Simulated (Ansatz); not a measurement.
Input:

```
CsPbI3
1.0
    6.39047     0.00000     0.00000
    0.00000     6.39047     0.00000
    0.00000     0.00000     6.70169
Cs Pb I
1 1 3
Cartesian
  0.00000   0.00000   0.00000
  3.19524   3.19524   3.35084
  0.00000   3.19524   3.35084
  3.19524   3.19524   0.00000
  3.19524   0.00000   3.35084
```

No spin polarisation.

Computed with PBE (Ansatz, a quantum-chemistry and plane-wave program, PAW, spin-orbit coupling left out). Γ-centred 5×5×5 mesh, Fermi–Dirac width 0.05 eV.

**Question.** Predict the gap character and stress.

**Answer.** The gap character comes out as direct at A. The stress (xx, yy, zz, yz, xz, xy; compression positive) is (-0.22, -0.22, -1.24, 0.00, 0.00, 0.00) GPa.

Spin-orbit coupling, missing from the scalar runs, can matter with I and Pb. The cells carry an imposed strain or load. No phonon test of stability was made. The cell was made from CsPbI$_{3}$ in the cubic perovskite structure (space group Pm-3m, No. 221) by this change: uniaxial strain ε_zz = +4.87 %. Many cubic perovskites are stable only at high temperature; tilts and polar distortions were not tested. This is not the structure that CsPbI3 has at room temperature and ambient pressure.
